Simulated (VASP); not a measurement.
# HfO2 (Pca2_1) in VASP: notebook, part 2 of 2

VASP 6.6.1.

### 3 Relaxation of cell and atoms, PBE

This run uses another cell than the first one, of 11.24 Å³/atom, 1.026 times its volume.

File INCAR:

```
ALGO = Fast
EDIFF = 1E-6
EDIFFG = -0.005
ENCUT = 600
GGA = PE
IBRION = 2
ISIF = 3
ISMEAR = 0
KPAR = 8
LASPH = T
LCHARG = F
LREAL = F
LWAVE = F
NELM = 120
NSW = 80
PREC = Accurate
SIGMA = 0.02
```

File KPOINTS:

```
k-points
0
Gamma
  6 6 6
```

File POSCAR:

```
HfO2                                    
1.0
    5.2657535524      0.0000000000      0.0000000000
    0.0000000000      5.0468435636      0.0000000000
    0.0000000000      0.0000000000      5.0768272921
  Hf              O             
     4     8
Direct
     0.0330263864588329    0.2666397942857171    0.2401331592976318
     0.4669736135411672    0.2666397942857171    0.7401331592976319
     0.5330263864588329    0.7333602057142832    0.2401331592976318
     0.9669736135411671    0.7333602057142832    0.7401331592976319
     0.3656013965396483    0.0682652111456061    0.3825706743586622
     0.1343986034603517    0.0682652111456061    0.8825706743586621
     0.7304881752824697    0.4622656845867012    0.4902961663437056
     0.7695118247175303    0.4622656845867012    0.9902961663437057
     0.2695118247175304    0.5377343154132987    0.9902961663437057
     0.2304881752824697    0.5377343154132987    0.4902961663437056
     0.8656013965396484    0.9317347888543938    0.3825706743586622
     0.6343986034603516    0.9317347888543938    0.8825706743586621
```

Potentials or basis: VASP PAW PBE potentials, release 64 (Hf_pv, O).

Run with:

```console
$ cat potpaw_PBE.64/Hf_pv/POTCAR potpaw_PBE.64/O/POTCAR > POTCAR
$ mpirun -np 8 vasp_std > vasp.out
```

OUTCAR:

```text
EDIFF = 1E-6
   EDIFFG = -0.005
   ENCUT = 600
   GGA = PE
   IBRION = 2
   ISIF = 3
   ISMEAR = 0
   LASPH = T
   LREAL = F
   NELM = 120
   NSW = 80
   PREC = Accurate

 ion  position               nearest neighbor table
   1  0.033  0.267  0.240-  11 2.04   8 2.12  10 2.14   6 2.14   5 2.14   9 2.24   7 2.26   2 3.42
                             2 3.42   4 3.48   4 3.48   3 3.53   3 3.53   4 3.72   4 3.72   3 3.77
   2  0.467  0.267  0.740-  12 2.04   7 2.12   9 2.14   5 2.14   6 2.14  10 2.24   8 2.26   1 3.42
                             1 3.42   3 3.48   3 3.48   4 3.53   4 3.53   3 3.72   3 3.72   4 3.77
   3  0.533  0.733  0.240-   5 2.04   9 2.12   7 2.14  12 2.14  11 2.14   8 2.24  10 2.26   4 3.42
                             4 3.42   2 3.48   2 3.48   1 3.53   1 3.53   2 3.72   2 3.72   1 3.77
   4  0.967  0.733  0.740-   6 2.04  10 2.12   8 2.14  11 2.14  12 2.14   7 2.24   9 2.26   3 3.42
                             3 3.42   1 3.48   1 3.48   2 3.53   2 3.53   1 3.72   1 3.72   2 3.77
   5  0.366  0.068  0.383-   3 2.04   2 2.14   1 2.14
   6  0.134  0.068  0.883-   4 2.04   1 2.14   2 2.14
   7  0.730  0.462  0.490-   2 2.12   3 2.14   4 2.24   1 2.26
   8  0.770  0.462  0.990-   1 2.12   4 2.14   3 2.24   2 2.26
   9  0.270  0.538  0.990-   3 2.12   2 2.14   1 2.24   4 2.26
  10  0.230  0.538  0.490-   4 2.12   1 2.14   2 2.24   3 2.26
[... 1539 lines left out ...]

 [... further k-points ...]
[... 5 lines left out ...]
  --------------------------------------------------------------------------------------
  -------------------------------------------------------------------------------------
  Total       -0.0414562     -0.0557576     -0.0390400      0.0000000      0.0000000      0.0000000
  in kB       -0.4922966     -0.6621276     -0.4636043      0.0000000      0.0000000      0.0000000
  external PRESSURE =      -0.5393428 kB  Pullay stress =       0.0000000 kB

 VOLUME and BASIS-vectors are now :
 -----------------------------------------------------------------------------
  energy-cutoff  :      600.00
  volume of cell :      134.92
      direct lattice vectors                 reciprocal lattice vectors
     5.265753552  0.000000000  0.000000000     0.189906343  0.000000000  0.000000000
     0.000000000  5.046843564  0.000000000     0.000000000  0.198143649  0.000000000
     0.000000000  0.000000000  5.076827292     0.000000000  0.000000000  0.196973413

 POSITION                                       TOTAL-FORCE (eV/Angst)
 -----------------------------------------------------------------------------------
      0.17391      1.34569      1.21911        -0.000236      0.002437     -0.002961
      2.45897      1.34569      3.75753         0.000236      0.002437     -0.002961
      2.80679      3.70115      1.21911        -0.000236     -0.002437     -0.002961
      5.09184      3.70115      3.75753         0.000236     -0.002437     -0.002961
      1.92517      0.34452      1.94225        -0.000250     -0.001017      0.002171
      0.70771      0.34452      4.48066         0.000250     -0.001017      0.002171
      3.84657      2.33298      2.48915        -0.000351      0.000206      0.000790
      4.05206      2.33298      5.02756         0.000351      0.000206      0.000790
      1.41918      2.71386      5.02756         0.000351     -0.000206      0.000790
      1.21369      2.71386      2.48915        -0.000351     -0.000206      0.000790
      4.55804      4.70232      1.94225        -0.000250      0.001017      0.002171
      3.34059      4.70232      4.48066         0.000250      0.001017      0.002171
 -----------------------------------------------------------------------------------
    total drift:                               -0.000000      0.000000      0.001107

  FREE ENERGIE OF THE ION-ELECTRON SYSTEM (eV)
  ---------------------------------------------------
  free  energy   TOTEN  =      -121.7551651033 eV

  energy  without entropy=     -121.7551651033  energy(sigma->0) =     -121.75516510

 reached required accuracy - stopping structural energy minimisation
```

OSZICAR:

```text
N       E                     dE             d eps       ncg     rms          rms(c)
DAV:   1     0.625312208368E+03    0.62531E+03   -0.55264E+04  6656   0.189E+03
DAV:   2    -0.105923914135E+03   -0.73124E+03   -0.71600E+03  8492   0.456E+02
DAV:   3    -0.143215355940E+03   -0.37291E+02   -0.37190E+02  7688   0.937E+01
DAV:   4    -0.143731728966E+03   -0.51637E+00   -0.51546E+00  8192   0.120E+01
DAV:   5    -0.143740368000E+03   -0.86390E-02   -0.86325E-02  7876   0.142E+00    0.103E+02
RMM:   6    -0.120971941785E+03    0.22768E+02   -0.10576E+02  6656   0.364E+01    0.810E+01
RMM:   7    -0.121800312541E+03   -0.82837E+00   -0.19572E+01  6957   0.143E+01    0.501E+01
RMM:   8    -0.121811811140E+03   -0.11499E-01   -0.25621E+00  6656   0.759E+00    0.101E+01
RMM:   9    -0.121777025839E+03    0.34785E-01   -0.88737E-01  6845   0.328E+00    0.400E+00
RMM:  10    -0.121763445689E+03    0.13580E-01   -0.11112E-01  7106   0.112E+00    0.245E+00
RMM:  11    -0.121758919035E+03    0.45267E-02   -0.11884E-01  6667   0.124E+00    0.103E+00
RMM:  12    -0.121755867247E+03    0.30518E-02   -0.94243E-03  6658   0.481E-01    0.101E+00
RMM:  13    -0.121755257915E+03    0.60933E-03   -0.11583E-02  6658   0.386E-01    0.113E-01
RMM:  14    -0.121755187445E+03    0.70471E-04   -0.18103E-03  6670   0.175E-01    0.573E-02
RMM:  15    -0.121755174583E+03    0.12861E-04   -0.18392E-04  7068   0.473E-02    0.701E-02
RMM:  16    -0.121755163997E+03    0.10586E-04   -0.93589E-05  6669   0.309E-02    0.147E-02
RMM:  17    -0.121755164986E+03   -0.98886E-06   -0.18170E-05  6143   0.125E-02    0.268E-02
RMM:  18    -0.121755165103E+03   -0.11756E-06   -0.22154E-06  4050   0.547E-03
   1 F= -.12175517E+03 E0= -.12175517E+03  d E =-.121755E+03
```

CONTCAR:

```text
HfO2
   1.00000000000000
     5.2657535523999996    0.0000000000000000    0.0000000000000000
     0.0000000000000000    5.0468435636000004    0.0000000000000000
     0.0000000000000000    0.0000000000000000    5.0768272920999999
  Hf              O
     4     8
Direct
     0.0330263864588360    0.2666397942857159    0.2401331592976348
     0.4669736135411640    0.2666397942857159    0.7401331592976348
     0.5330263864588360    0.7333602057142841    0.2401331592976348
     0.9669736135411640    0.7333602057142841    0.7401331592976348
     0.3656013965396454    0.0682652111456079    0.3825706743586608
     0.1343986034603546    0.0682652111456079    0.8825706743586608
     0.7304881752824670    0.4622656845867041    0.4902961663437040
     0.7695118247175330    0.4622656845867041    0.9902961663437040
     0.2695118247175330    0.5377343154132959    0.9902961663437040
     0.2304881752824670    0.5377343154132959    0.4902961663437040
     0.8656013965396454    0.9317347888543921    0.3825706743586608
     0.6343986034603546    0.9317347888543921    0.8825706743586608

  0.00000000E+00  0.00000000E+00  0.00000000E+00
  0.00000000E+00  0.00000000E+00  0.00000000E+00
  0.00000000E+00  0.00000000E+00  0.00000000E+00
  0.00000000E+00  0.00000000E+00  0.00000000E+00
  0.00000000E+00  0.00000000E+00  0.00000000E+00
  0.00000000E+00  0.00000000E+00  0.00000000E+00
  0.00000000E+00  0.00000000E+00  0.00000000E+00
  0.00000000E+00  0.00000000E+00  0.00000000E+00
  0.00000000E+00  0.00000000E+00  0.00000000E+00
  0.00000000E+00  0.00000000E+00  0.00000000E+00
  0.00000000E+00  0.00000000E+00  0.00000000E+00
  0.00000000E+00  0.00000000E+00  0.00000000E+00
```

It took 2.3 min on 8 MPI ranks of Intel Xeon Platinum 8559C (Emerald Rapids), shared host; peak memory 0.56 GiB.

Results:

```yaml
Free_energy: -121.7552 eV
Pressure_after_relaxing: -0.1 GPa
Largest_force_after_relaxing: 0.004 eV/Å
Band_gap_on_the_k_mesh: 4.37 eV, indirect (least direct gap 4.61 eV)
```

Forces on the atoms (eV/Å):
```
Hf   0.000  0.002 -0.003
Hf   0.000  0.002 -0.003
Hf   0.000 -0.002 -0.003
Hf   0.000 -0.002 -0.003
O    0.000 -0.001  0.002
O    0.000 -0.001  0.002
O    0.000  0.000  0.001
O    0.000  0.000  0.001
O    0.000  0.000  0.001
O    0.000  0.000  0.001
O    0.000  0.001  0.002
O    0.000  0.001  0.002
```

Final structure:
```
Hf O
1.0
     5.26575    0.00000    0.00000
     0.00000    5.04684    0.00000
     0.00000    0.00000    5.07683
Hf O
4 8
Direct
  0.03303 0.26664 0.24013
  0.46697 0.26664 0.74013
  0.53303 0.73336 0.24013
  0.96697 0.73336 0.74013
  0.36560 0.06827 0.38257
  0.13440 0.06827 0.88257
  0.73049 0.46227 0.49030
  0.76951 0.46227 0.99030
  0.26951 0.53773 0.99030
  0.23049 0.53773 0.49030
  0.86560 0.93173 0.38257
  0.63440 0.93173 0.88257
```

Levels at points of the mesh, in eV from the valence-band top:
| k point | band 40 | band 41 | band 42 | band 43 | band 44 | band 45 | band 46 | band 47 | band 48 | band 49 |
| --- | --- | --- | --- | --- | --- | --- | --- | --- | --- | --- |
| (0.00, 0.00, 0.00) | -0.99 | -0.72 | -0.22 | -0.10 | 0.00 | 4.85 | 5.09 | 5.26 | 5.69 | 5.79 |
| (0.50, 0.00, 0.00) | -0.78 | -0.70 | -0.70 | -0.40 | -0.40 | 5.10 | 5.10 | 5.53 | 5.56 | 5.66 |
| (0.00, 0.50, 0.00) | -0.85 | -0.80 | -0.43 | -0.18 | -0.14 | 4.47 | 4.82 | 4.90 | 5.47 | 5.52 |
| (0.50, 0.50, 0.00) | -1.06 | -0.67 | -0.67 | -0.48 | -0.48 | 4.64 | 4.64 | 5.06 | 5.06 | 5.58 |
| (0.00, 0.00, 0.50) | -0.95 | -0.37 | -0.37 | -0.27 | -0.27 | 4.56 | 4.56 | 5.20 | 5.20 | 6.00 |
| (0.50, 0.00, 0.50) | -1.43 | -0.70 | -0.70 | -0.70 | -0.70 | 5.09 | 5.09 | 5.09 | 5.09 | 6.10 |
| (0.00, 0.50, 0.50) | -1.43 | -0.98 | -0.98 | -0.36 | -0.36 | 4.48 | 4.48 | 4.84 | 4.84 | 5.92 |
| (0.50, 0.50, 0.50) | -1.51 | -0.85 | -0.85 | -0.85 | -0.85 | 4.60 | 4.60 | 4.60 | 4.60 | 5.83 |

Caveat: the relaxation stopped at its first step, so nothing moved; spin-orbit coupling is left out, which moves the levels of the heavy elements.
